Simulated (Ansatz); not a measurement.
**In: equation of state with HSE06**

In:

```
In
1.0
    -1.62547    1.62547    2.47370
     1.62547   -1.62547    2.47370
     1.62547    1.62547   -2.47370
In
1
Direct
  0.00000 0.00000 0.00000
```

```json
{"Program": "Ansatz 0.2.0", "Task": "equation of state", "Functional": "HSE06", "Potentials or basis": "Ansatz PAW", "Cutoff": "420 eV", "Density cutoff": "1680 eV", "k mesh": "8 × 8 × 8", "Occupations": "fermi-dirac, width 0.05 eV", "Spin": "no spin polarisation"}
```

```
Equilibrium volume                        : 26.57 Å³/atom
Bulk modulus at fixed shape and positions : 40 GPa
Pressure derivative of the bulk modulus   : 5.5
```

Energy against volume, from the lowest point:
```tsv
volume (Å³/atom)	energy (meV/atom)
24.575	22.33
25.098	11.61
25.621	4.59
26.144	0.84
26.666	0.00
27.189	1.71
27.712	5.62
```

All runs of the series together: 3.9 min on 2 threads of AMD EPYC 7R13 Processor (Zen 3) (shared host).

Caveat: the cell was scaled at fixed shape and fractional positions, which overstates the stiffness of a crystal with free parameters, most of all of layers and chains; the PAW data sets were made with another functional, which shifts forces and pressure a little.
